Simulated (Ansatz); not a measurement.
A frame of C from dynamics at 4860 K, with the forces (eV/Å) computed on a k mesh in the last three columns. Method: DFT PBE+D3(BJ), scalar-relativistic, plane waves, PAW in Ansatz 0.2.0.

Cutoff 420 eV; k points 4×4×4 on the computed 22-atom cell (Γ-centred); Fermi–Dirac smearing, width 0.42 eV; no spin polarisation.

```xyz
22
Lattice="5.911 0.128 -0.260 0.128 5.848 -0.191 -0.260 -0.191 6.055" Properties=species:S:1:pos:R:3:forces:R:3 pbc="T T T"
C     4.976    2.505    0.534    0.770   -1.610   -7.900
C     5.754    4.312    1.887   -0.400    3.080    1.900
C     1.056    4.694    5.135    2.550   -1.140   -1.420
C     2.756    1.197    5.794   -0.580    1.740   -0.280
C     3.678    0.555    0.629   -1.210   -0.200    1.790
C     0.376    1.262    0.259   -4.060    1.540   -2.860
C     1.213    1.712    2.574   -6.580  -10.850    3.460
C     2.306    4.092    2.815   -1.010   -1.950   -0.730
C     5.609    3.092    1.425    1.200    3.620    3.970
C     0.680    0.314    1.080    0.200   -2.660   -0.040
C     2.182    2.288    5.116    2.390   -8.090    4.110
C     5.291    5.334    4.074   -0.980   -1.450    4.980
C     4.578    4.725    5.276    0.180    3.630   -3.290
C     1.872    2.615    2.404    9.960   15.530    0.610
C     0.470    0.570    2.785    0.540    0.800    0.970
C     4.395    3.519    5.415    0.740   -8.320    3.840
C     5.104    0.827    4.149    3.120    3.970   -0.650
C     1.027    5.140    1.888   -0.640   -0.420    3.680
C     2.636    4.512    4.510   -4.250   -0.090   -2.470
C     4.726    5.056    2.851   -1.190   -1.790   -9.400
C     4.014    5.708    1.601    0.610    1.070    0.980
C     1.816    3.506    5.303   -1.350    3.590   -1.250
```

Static pressure 0.6 GPa (no kinetic part), no gap on the mesh.

Counting as bonded all pairs within 1.2 times the summed covalent radii:

| atom → neighbour | mean count | mean length (Å) | spread (Å) |
| --- | --- | --- | --- |
| C → C | 2.36 | 1.47 | 0.18 |

Angles between all pairs of such bonds at an atom (mean ± spread): 115 ± 32° at C.

Some atoms are far too close here, so the PAW spheres overlap strongly and the numbers are rough.

Cost: 1 run of about 1.7 core-minutes, on Intel Xeon Processor @ 2.50GHz (Skylake/Cascade Lake) (shared hosts).